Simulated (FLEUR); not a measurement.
# CoO (Fm-3m) in FLEUR: further runs

The runs below take CoO through band structure, equation of state, with BLYP.

All numbers are computed with FLEUR MaX-R8.1 (later development tree); they aren't measurements. Logs are shortened: lines on timing, memory, paths and dates and some standing lists are left out, and cuts for length are marked.

## Step 1: The structure

Symmetry: Fm-3m, No. 225, cubic system. The conventional cell has a = 4.263 Å, b = 4.263 Å, c = 4.263 Å, α = 90.00°, β = 90.00°, γ = 90.00°. Co (site symmetry m-3m) is surrounded by 6 O at 2.13 Å. O (site symmetry m-3m) has 6 Co at 2.13 Å as nearest neighbours.

## Step 2: Band structure, BLYP, collinear spin, ferromagnetic start

Input file inp.xml:

```xml
<?xml version="1.0" encoding="UTF-8" standalone="no"?>
<fleurInput fleurInputVersion="0.39">
   <comment>
      CoO                                                                                                 
   </comment>
   <calculationSetup>
      <cutoffs Kmax="4.64" Gmax="14.4" GmaxXC="14.4" numbands="0"/>
      <scfLoop itmax="60" minDistance="0.00001" maxIterBroyd="15" imix="Anderson" alpha="0.05" precondParam="0.0" spinf="2.0" sdNocoIR="T"/>
      <coreElectrons ctail="T" frcor="F" kcrel="0" coretail_lmax="0"/>
      <xcFunctional name="LibXC" relativisticCorrections="F">
         <LibXCName exchange="gga_x_b88" correlation="gga_c_lyp"/>
      </xcFunctional>
      <magnetism jspins="2"/>
      <soc l_soc="F" theta="0.0" phi="0.0" spav="F"/>
      <expertModes spex="0" secvar="F"/>
      <geometryOptimization l_f="F" forcealpha="1.0" forcemix="BFGS" epsdisp="0.00001" epsforce="0.00001"/>
      <ldaU l_linMix="F" mixParam="0.05" spinf="1.0"/>
   </calculationSetup>
   <cell>
      <bzIntegration valenceElectrons="23.0" mode="hist" fermiSmearingEnergy="0.00183747">
         <kPointListSelection listName="default-1"/>
         <!-- k-points included here -->
         <xi:include xmlns:xi="http://www.w3.org/2001/XInclude" href="kpts.xml"> </xi:include>
      </bzIntegration>
[... 32 lines left out ...]
            <valenceConfig>(2s1/2) (2p1/2) (2p3/2)</valenceConfig>
            <stateOccupation state="(2p1/2)" spinUp="0.666667" spinDown="0.666667"/>
            <stateOccupation state="(2p3/2)" spinUp="1.333333" spinDown="1.333333"/>
         </electronConfig>
         <energyParameters s="2" p="2" d="3" f="4"/>
         <lo type="SCLO" l="0" n="2" eDeriv="2"/>
         <lo type="SCLO" l="1" n="2" eDeriv="2"/>
         <lo type="SCLO" l="2" n="3" eDeriv="2"/>
      </species>
   </atomSpecies>
   <atomGroups>
      <atomGroup species="Cobalt (Co2.000">
         <relPos label="                   1">.0000000000 .0000000000 .0000000000</relPos>
         <force calculate="T" relaxXYZ="TTT"/>
      </atomGroup>
      <atomGroup species="Oxygen (O)">
         <relPos label="                   2">1.000/2.000 1.000/2.000 1.000/2.000</relPos>
         <force calculate="T" relaxXYZ="TTT"/>
      </atomGroup>
   </atomGroups>
   <output dos="F" band="F" slice="F">
      <checks vchk="F" cdinf="F"/>
      <bandDOS minEnergy="-.5*Htr" maxEnergy="0.5*Htr" sigma="0.015" storeEVData="T"/>
      <vacuumDOS vacdos="F" integ="F" star="F" nstars="0" locx1="0.0" locy1="0.0" locx2="0.0" locy2="0.0" nstm="0" tworkf="0.0"/>
      <unfoldingBand unfoldBand="F" supercellX="1" supercellY="1" supercellZ="1"/>
      <plotting iplot="0" polar="F">
         <plot TwoD="T" vec1="  1.0  0.0  0.0" vec2="  0.0  1.0  0.0" vec3="  0.0  0.0  1.0" zero="  0.0  0.0  0.0" file="plot"/>
      </plotting>
      <chargeDensitySlicing numkpt="0" minEigenval="0.0" maxEigenval="0.0" nnne="0" pallst="F"/>
      <specialOutput eonly="F"/>
      <moessbauerParams electricFieldGradient="T" isomerShift="T" coreHyperfine="T" valenceHyperfine="T"/>
      <magneticCircularDichroism mcd="F" energyLo="-10.0" energyUp="0.0"/>
   </output>
  <!-- We include the file relax.xml here to enable relaxations (see documentation) -->
  <xi:include xmlns:xi="http://www.w3.org/2001/XInclude" href="relax.xml"> <xi:fallback/> </xi:include>
</fleurInput>
```

Input file crystal.txt:

```
CoO
&input cartesian=F /
0.0000000000  2.1315000000  2.1315000000
2.1315000000  0.0000000000  2.1315000000
2.1315000000  2.1315000000  0.0000000000
1.8897261246
1.0 1.0 1.0

2
27 0.0000000000  0.0000000000  0.0000000000 : 2.000
8 0.5000000000  0.5000000000  0.5000000000

&kpt div1=11 div2=11 div3=11 gamma=T /
```

Input file inp.xml (bands):

```
<?xml version="1.0" encoding="UTF-8" standalone="no"?>
<fleurInput fleurInputVersion="0.39">
   <comment>
      CoO                                                                                                 
   </comment>
   <calculationSetup>
      <cutoffs Kmax="4.64" Gmax="14.4" GmaxXC="14.4" numbands="0"/>
      <scfLoop itmax="60" minDistance="0.00001" maxIterBroyd="15" imix="Anderson" alpha="0.05" precondParam="0.0" spinf="2.0" sdNocoIR="T"/>
      <coreElectrons ctail="T" frcor="F" kcrel="0" coretail_lmax="0"/>
      <xcFunctional name="LibXC" relativisticCorrections="F">
         <LibXCName exchange="gga_x_b88" correlation="gga_c_lyp"/>
      </xcFunctional>
      <magnetism jspins="2"/>
      <soc l_soc="F" theta="0.0" phi="0.0" spav="F"/>
      <expertModes spex="0" secvar="F"/>
      <geometryOptimization l_f="F" forcealpha="1.0" forcemix="BFGS" epsdisp="0.00001" epsforce="0.00001"/>
      <ldaU l_linMix="F" mixParam="0.05" spinf="1.0"/>
   </calculationSetup>
   <cell>
      <bzIntegration valenceElectrons="23.0" mode="hist" fermiSmearingEnergy="0.00183747">
         <kPointListSelection listName="path-1"/>
         <!-- k-points included here -->
         <xi:include xmlns:xi="http://www.w3.org/2001/XInclude" href="kpts.xml"> </xi:include>
[... 33 lines left out ...]
            <valenceConfig>(2s1/2) (2p1/2) (2p3/2)</valenceConfig>
            <stateOccupation state="(2p1/2)" spinUp="0.666667" spinDown="0.666667"/>
            <stateOccupation state="(2p3/2)" spinUp="1.333333" spinDown="1.333333"/>
         </electronConfig>
         <energyParameters s="2" p="2" d="3" f="4"/>
         <lo type="SCLO" l="0" n="2" eDeriv="2"/>
         <lo type="SCLO" l="1" n="2" eDeriv="2"/>
         <lo type="SCLO" l="2" n="3" eDeriv="2"/>
      </species>
   </atomSpecies>
   <atomGroups>
      <atomGroup species="Cobalt (Co2.000">
         <relPos label="                   1">.0000000000 .0000000000 .0000000000</relPos>
         <force calculate="T" relaxXYZ="TTT"/>
      </atomGroup>
      <atomGroup species="Oxygen (O)">
         <relPos label="                   2">1.000/2.000 1.000/2.000 1.000/2.000</relPos>
         <force calculate="T" relaxXYZ="TTT"/>
      </atomGroup>
   </atomGroups>
   <output dos="F" band="T" slice="F">
      <checks vchk="F" cdinf="F"/>
      <bandDOS minEnergy="-.5*Htr" maxEnergy="0.5*Htr" sigma="0.015" storeEVData="T"/>
      <vacuumDOS vacdos="F" integ="F" star="F" nstars="0" locx1="0.0" locy1="0.0" locx2="0.0" locy2="0.0" nstm="0" tworkf="0.0"/>
      <unfoldingBand unfoldBand="F" supercellX="1" supercellY="1" supercellZ="1"/>
      <plotting iplot="0" polar="F">
         <plot TwoD="T" vec1="  1.0  0.0  0.0" vec2="  0.0  1.0  0.0" vec3="  0.0  0.0  1.0" zero="  0.0  0.0  0.0" file="plot"/>
      </plotting>
      <chargeDensitySlicing numkpt="0" minEigenval="0.0" maxEigenval="0.0" nnne="0" pallst="F"/>
      <specialOutput eonly="F"/>
      <moessbauerParams electricFieldGradient="T" isomerShift="T" coreHyperfine="T" valenceHyperfine="T"/>
      <magneticCircularDichroism mcd="F" energyLo="-10.0" energyUp="0.0"/>
   </output>
  <!-- We include the file relax.xml here to enable relaxations (see documentation) -->
  <xi:include xmlns:xi="http://www.w3.org/2001/XInclude" href="relax.xml"> <xi:fallback/> </xi:include>
</fleurInput>
```

Potentials or basis: all-electron, FLAPW.

On the command line:

```console
$ inpgen -f crystal.txt -profile fastHighL
$ # inp.xml edited to the form shown
$ fleur_MPI
$ fleur_MPI   # second run, on inp.xml (bands)
```

Standard output:

```text
Welcome to FLEUR        (www.flapw.de)
      MaX-Release 8.1          (www.max-centre.eu)
 func_ids         131         106         131         106
The functional 'Becke 88' is an exchange functional, it belongs to the 'GGA' family and is defined in the reference(s):
[1] A. D. Becke.,  Phys. Rev. A 38, 3098 (1988)
The functional 'Lee, Yang & Parr' is a correlation functional, it belongs to the 'GGA' family and is defined in the reference(s):
[1] C. Lee, W. Yang, and R. G. Parr.,  Phys. Rev. B 37, 785 (1988)
[2] B. Miehlich, A. Savin, H. Stoll, and H. Preuss.,  Chem. Phys. Lett. 157, 200 (1989)
 Using same functional for VXC and EXC

 ========== k-point set info ==========
 Selected k-point list: default-1
 k-point list type: mesh
 11 x 11 x 11
 Number of k points: 56

 ------------Calculation Setup---------------------------
 Number of MPI-tasks      :            1
 Number of PE/node        :            1
 Number of OMP-threads    :            1
 Most efficient MPI parallelization for:
           1           2           4           7           8          14          28          56
 Additional eigenvalue parallelization possible
 Number of basis functions:          299
 Approximate size of matrices (H+S) per k-point:         0.001 GB
 --------------------------------------------------------
 Iteration:     1   Distance:      37.60681579 me/bohr^3
 Iteration:     2   Distance:      33.57349621 me/bohr^3
 Iteration:     3   Distance:      23.73503413 me/bohr^3
 Iteration:     4   Distance:      21.67709372 me/bohr^3
 Iteration:     5   Distance:      13.03917161 me/bohr^3
 Iteration:     6   Distance:      15.51757175 me/bohr^3
 Iteration:     7   Distance:       9.42468329 me/bohr^3
 Iteration:     8   Distance:       7.60841565 me/bohr^3
 Iteration:     9   Distance:       5.08133059 me/bohr^3
 Iteration:    10   Distance:       3.10188853 me/bohr^3
[... 7 lines left out ...]
 Iteration:    18   Distance:       0.03047523 me/bohr^3
 Iteration:    19   Distance:       0.02895607 me/bohr^3
 Iteration:    20   Distance:       0.04502728 me/bohr^3
 Iteration:    21   Distance:       0.01128420 me/bohr^3
 Iteration:    22   Distance:       0.00444676 me/bohr^3
 Iteration:    23   Distance:       0.00286997 me/bohr^3
 Iteration:    24   Distance:       0.00021415 me/bohr^3
 Iteration:    25   Distance:       0.00007789 me/bohr^3
 Iteration:    26   Distance:       0.00005362 me/bohr^3
 Iteration:    27   Distance:       0.00000522 me/bohr^3

 ********************************************************************
 Run finished successfully
 Stop message:
   all done
 ********************************************************************
```

Run time: 62 s. Hardware: 1 thread of AMD EPYC 7R43 (Zen 3), shared host; peak memory 0.09 GiB.

Results:

```yaml
Free_energy: -39975.6698 eV
Band_gap_along_the_path: none (metal or under the smearing width)
Net_moment: 2.82 μB per cell
Site_moments: Co +2.48; O +0.29 μB
Valence_electrons_inside_the_program's_atomic_spheres: Co 15.29; O 5.22 (radii Co 2.11, O 1.62 bohr)
```

Levels at the corners of the path, in eV from the Fermi level:
Spin up:
```csv
point,band 9,band 10,band 11,band 12,band 13,band 14,band 15,band 16,band 17,band 18
Γ,-3.07,-3.07,-2.93,-2.93,-2.93,1.24,17.49,18.39,18.39,18.39
X,-3.75,-2.73,-2.23,-1.94,-1.94,5.92,10.05,12.15,15.85,15.85
W,-2.35,-2.17,-2.17,-1.94,-1.21,8.09,10.30,10.30,12.88,21.31
K,-2.79,-2.07,-1.89,-1.82,-1.16,7.47,10.00,10.07,15.17,17.94
Γ,-3.07,-3.07,-2.93,-2.93,-2.93,1.24,17.49,18.39,18.39,18.39
L,-2.22,-2.22,-1.69,0.20,0.20,5.44,9.39,13.59,13.59,20.83
U,-2.79,-2.07,-1.89,-1.82,-1.16,7.47,10.00,10.07,15.17,17.94
W,-2.35,-2.17,-2.17,-1.94,-1.21,8.09,10.30,10.30,12.88,21.31
L,-2.22,-2.22,-1.69,0.20,0.20,5.44,9.39,13.59,13.59,20.83
K,-2.79,-2.07,-1.89,-1.82,-1.16,7.47,10.00,10.07,15.17,17.94
U,-2.79,-2.07,-1.89,-1.82,-1.16,7.47,10.00,10.07,15.17,17.94
X,-3.75,-2.73,-2.23,-1.94,-1.94,5.92,10.05,12.15,15.85,15.85
```
Spin down:
```tsv
point	band 8	band 9	band 10	band 11	band 12	band 13
Γ	-2.61	-1.09	-1.09	-1.09	0.11	0.11
X	-3.82	-2.15	0.11	0.11	0.58	1.04
W	-5.00	-0.38	-0.38	0.12	0.93	1.66
K	-4.29	-0.99	-0.03	0.13	1.18	1.64
Γ	-2.61	-1.09	-1.09	-1.09	0.11	0.11
L	-4.63	-0.13	-0.13	0.16	2.73	2.73
U	-4.29	-0.99	-0.03	0.13	1.18	1.64
W	-5.00	-0.38	-0.38	0.12	0.93	1.66
L	-4.63	-0.13	-0.13	0.16	2.73	2.73
K	-4.29	-0.99	-0.03	0.13	1.18	1.64
U	-4.29	-0.99	-0.03	0.13	1.18	1.64
X	-3.82	-2.15	0.11	0.11	0.58	1.04
```

Core levels (eV from the Fermi level):
| atom | levels |
| --- | --- |
| 1 Co | 1s1/2 -7586.7, 2s1/2 -892.1, 2p1/2 -773.0, 2p3/2 -758.2 |
| 2 O | 1s1/2 -507.2 |

Caveat: a cell with one magnetic atom can't hold antiferromagnetic order, which such compounds often take; semilocal functionals often make such compounds metallic where correlation or magnetic order opens a gap, which also shifts bond lengths.

(Part 1 of 2 ends here.)
